## Halving a small shear in zincblende AlN

A cubic crystal of aluminium nitride is sheared by 0.01, and four things respond: its energy, its shear stress, its pressure and its band gap. If the shear is cut to 0.005, which responses fall to a half and which to a quarter? For the stress and the energy this is a matter of linear elasticity. The gap is less obvious, because it depends on whether the band edges shift smoothly with strain.

Zincblende AlN (cubic, a = 4.403 Å before straining) under a homogeneous xy engineering shear, with the fractional atomic coordinates held fixed. Computed with Ansatz 0.2.0 using plane-wave PAW and the PBE functional, scalar-relativistic and without spin polarisation, with a 420 eV cutoff, a Gamma-centred 10×10×10 k mesh and Gaussian smearing of 0.05 eV.

| strain | energy change (meV/atom) | tensile stress along pattern (GPa) | pressure (GPa) | gap on mesh (eV) |
| --- | --- | --- | --- | --- |
| -0.04 | 11.4 | -8.53 | 0.39 | 3.173 |
| -0.02 | 2.9 | -4.26 | 0.10 | 3.252 |
| 0 | 0.0 | 0.00 | 0.00 | 3.312 |
| 0.005 | ? | ? | ? | ? |
| 0.01 | 0.7 | 2.13 | 0.03 | 3.284 |
| 0.015 | 1.6 | 3.19 | 0.06 | 3.269 |
| 0.025 | 4.5 | 5.32 | 0.15 | 3.234 |
| 0.03 | 6.4 | 6.39 | 0.22 | 3.215 |
| 0.035 | 8.7 | 7.46 | 0.30 | 3.195 |

The strain $\gamma$ is an engineering shear, the change in radians of the right angle between the x and y axes. The unstrained crystal is cubic; in every other row the shear has lowered the symmetry to orthorhombic. The column headed tensile stress along pattern is here the shear stress belonging to that strain. The energy change is counted from the unstrained crystal, the gap is the distance from the highest filled to the lowest empty level on the k mesh, and a positive pressure means that the crystal pushes outward.

### What the sign of the shear can do

Turn the unstrained crystal by 180° about its x axis and it looks the same as before. The same turn changes a shear $+\gamma$ into $-\gamma$. The two sheared crystals are therefore one crystal seen from two sides, with equal energy, pressure and gap. Of the quantities in the table, only the shear stress changes sign.

This sorts the four columns before any number is used. The stress is odd in $\gamma$ and starts with a term proportional to $\gamma$. The other three are even, and a smooth even quantity starts with $\gamma^2$. The one way round this is an even quantity with a kink at zero, which starts with $|\gamma|$.

### Stress and energy

The rows at 0.01 and −0.04 show how straight the stress is. Four times the 2.13 GPa of the first is 8.52 GPa, and the second has 8.53 GPa with the opposite sign. A line through the origin, fitted to the stresses of all the known rows, gives a shear modulus $C$ of 213 GPa.

The energy then needs no constant of its own. Stress is the slope of energy per volume against strain, so a stress $C\gamma$ stores $\tfrac12 C\gamma^2V$ per atom, where $V$ is the volume per atom. For a shear of 0.005, with 1 eV/Å³ equal to 160.2 GPa,

$$
\tfrac12\times\frac{213.1}{160.2}\ \frac{\text{eV}}{\text{Å}^3}\times(0.005)^2\times10.67\ \text{Å}^3\approx0.18\ \text{meV}.
$$

The same formula gives 11.35 meV per atom at −0.04, where the table has 11.4. The energies took no part in the fit, so the agreement shows that two outputs of one calculation are consistent. It does not show that the modulus is right for a real crystal.

One restriction makes this modulus too stiff. The atoms were carried along with the cell and not allowed to settle, although this shear lets the Al and N sublattices slide against each other along z. At a strain of −0.04 each atom feels a force of 0.32 eV/Å along z, so the atoms would indeed move if they were freed. Letting them settle can only lower the energy, so 213 GPa is an upper bound on the modulus of the relaxed crystal at this level of theory.

### Pressure

Held in its sheared cell, this crystal pushes outward, whichever way it is sheared. Symmetry makes the two pressures equal but does not fix their sign, which could differ in another material. The known pressures follow $\gamma^2$ with one fitted coefficient, as the symmetry argument asks. At a shear of 0.005 this leaves less than one unit of the last printed digit, so the pressure will be a weak test.

### The gap has a kink

If the gap were a smooth even function, its drop at 0.01 should be about one sixteenth of the drop at −0.04. The larger drop is 139 meV, which would leave 9 meV for the smaller. The table has 28 meV. The gap therefore falls much faster near zero strain than a parabola allows.

Standard band theory supplies the reason. In an unstrained zincblende crystal, without spin–orbit coupling, the valence top consists of three states of equal energy that behave like $p_x$, $p_y$ and $p_z$ orbitals. A shear in the xy plane mixes $p_x$ with $p_y$ by an amount $b\gamma$, where $b$ is a constant of the material. Two equal levels coupled in this way move to $+|b\gamma|$ and $-|b\gamma|$, while $p_z$ stays where it was to first order.

The gap is measured from the highest filled level, and one of the pair always rises. Reversing the shear exchanges the roles of the two combinations but still leaves one on top. Hence the gap closes in proportion to $|\gamma|$ for either sign. The conduction bottom should not add to the kink. In zincblende AlN it is expected at the X points of the Brillouin zone, which lie on the k mesh, as does the zone centre with the valence top. The three X minima are equal in energy but differ in wave vector, so a homogeneous strain cannot mix them, and by symmetry this shear can shift each of them only as $\gamma^2$.

The drop is not quite proportional to $|\gamma|$. Per 0.01 of strain it grows from 28 meV at 0.01 to 35 meV at −0.04, so the fitted curve has a $\gamma^2$ term beside the $|\gamma|$ term. Mixing with bands further away in energy, at either band edge, is a plausible source of it. The table lists no separate band-edge energies, so neither that guess nor the splitting itself can be checked directly.

### Forecast for a shear of 0.005

- **Energy change:** 0.18 ± 0.08 meV per atom. The margin covers the largest disagreement between stresses and energies in the known rows.
- **Stress:** 1.07 ± 0.01 GPa, half the value at 0.01.
- **Pressure:** 0.01 ± 0.01 GPa, where the printed digits set the margin.
- **Gap:** 3.299 ± 0.002 eV, a drop about half that at 0.01.

The gap is the forecast with something at stake. A parabola drawn from zero strain through the row at 0.01 would give 3.305 eV, well outside the range. A straight line between the same two rows would give 3.298 eV, which lies inside it. The new row can therefore decide between a kink and a smooth top, but not between a straight and a slightly bent flank.

The withheld rows as computed:

| strain | energy change (meV/atom) | tensile stress along pattern (GPa) | pressure (GPa) | gap on mesh (eV) |
| --- | --- | --- | --- | --- |
| 0.005 | 0.2 | 1.06 | 0.01 | 3.299 |

### What came out

The gap agrees with the forecast to the last printed digit. It has dropped by 13 meV, close to half the drop at 0.01, where a smooth top would have left a quarter. The kink thus persists down to the smallest shear in the table. This supports a split valence top without proving it, since any other cause of a term in $|\gamma|$ would look the same here.

The stress is 1.06 GPa, 0.01 GPa below the forecast and just at the edge of its range. Half of that miss comes from rounding the forecast, because the fitted line itself gives 1.065 GPa. The rest is the table's own rounding, for the unrounded stress of the run is also 1.065 GPa.

The energy change, 0.2 meV per atom, lies within its range. With a single digit it can hardly confirm that the energy has fallen to a quarter; the larger strains do that far better. The pressure also fits, but its range was as wide as the forecast itself. The printed analysis below lists the fits and their misses.

### Reading a neighbouring case

Uniform compression of the same crystal would behave differently. No rotation turns compression into expansion, so the two directions are not equivalent, and the pressure changes in proportion to the strain. The three valence states also stay equal in energy, because the crystal remains cubic. The gap then passes through zero strain without this kink.

The rule to carry over has two parts. First ask whether a symmetry of the crystal reverses the strain; if it does, the gap cannot depend on the sign. Then ask whether the strain splits states of equal energy at a band edge in proportion to its size, either by mixing them, as here, or by shifting them apart; if it does, the gap responds in first order all the same.

For a sheared material this has a practical side. Two regions of the same size with equal and opposite shear have an average shear stress of zero, yet each of them has a smaller gap than the unstrained crystal. A measurement of the average shear stress would miss that change.

The size of the effect is less certain than its form. PBE makes the gap itself too small and may also misjudge how fast it changes with strain. Letting the atoms settle could alter the splitting as well. Spin–orbit coupling is also absent; it would leave a kink, since the top remains degenerate before straining, but with a gentler slope at the smallest shears.

Output of the analysis:

```
fit of tensile_stress_along_pattern on 8 rows: coefficient of strain 213.1 +/- 0.064; rms 0.00429, worst -0.04 0.00704, leave-one-out rms 0.00534
  rows outside the fit (model, value, miss): 0.005 1.065, 1.06, 0.00537
clamped-ion shear modulus C44 from the stresses, GPa: 213.1
largest stress misfit in the known rows, GPa: 0.007044
energy forecast at strain 0.005, meV/atom: 0.1774
energy computed at strain 0.005, meV/atom: 0.2
energy forecast less computed at strain 0.005, meV/atom: -0.02262
energy predicted from the stresses at strain -0.04, meV/atom: 11.35
largest energy misfit in the known rows, meV/atom: 0.06561
fit of pressure on 8 rows: coefficient of g2 244.4 +/- 1.4; rms 0.00296, worst 0.01 -0.00556, leave-one-out rms 0.00307
  rows outside the fit (model, value, miss): 0.005 0.00611, 0.01, -0.00389
fit of drop on 8 rows: coefficient of g 2529 +/- 14, coefficient of g2 23512 +/- 419; rms 0.205, worst 0.01 -0.36, leave-one-out rms 0.332
  rows outside the fit (model, value, miss): 0.005 13.23, 13, 0.232
gap forecast at strain 0.005, eV: 3.299
gap computed at strain 0.005, eV: 3.299
gap forecast less computed at strain 0.005, meV: -0.2321
gap drop at strain 0.01, meV: 28
gap drop at strain -0.04, meV: 139
gap drop per 0.01 of strain at strain -0.04, meV: 34.75
drop at 0.01 if a parabola ran through the -0.04 row, meV: 8.687
rival gap at 0.005, parabola through the 0.01 row, eV: 3.305
rival gap at 0.005, straight line to the 0.01 row, eV: 3.298
```
